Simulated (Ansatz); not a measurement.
NbP:

```
CELL_PARAMETERS angstrom
-1.67492 1.67492 5.74011
1.67492 -1.67492 5.74011
1.67492 1.67492 -5.74011
ATOMIC_POSITIONS crystal
Nb 0.24988 0.74988 0.50000
Nb 0.49988 0.49988 0.00000
P 0.83275 0.33275 0.50000
P 0.08275 0.08275 0.00000
```

The cell is a database's computed one.

Base run:

```yaml
Program: Ansatz 0.2.0
Functional: r2SCAN
Potentials_or_basis: Ansatz PAW
Cutoff: "500 eV (not typed: the program's choice for these potentials)"
k_mesh: 9 × 9 × 9
Occupations: fermi-dirac, width 0.05 eV
Spin: no spin polarisation
```

Its results: band gap on the k mesh none (metal or under the smearing width); pressure -1.6 GPa; largest force 0.010 eV/Å.

**Question.** The run is repeated on the same cell with these changes: functional from r2SCAN to LDA; cutoff from 500 eV (not typed: the program's choice for these potentials) to 420 eV (not typed: the program's choice for these potentials). What comes out?

**Answer.** Band gap on the k mesh none (metal or under the smearing width); pressure -9.3 GPa; largest force 0.010 eV/Å.

Caveats: the PAW data sets come from PBE, with cores solved anew for the run's functional, which leaves a small shift of forces and pressure.
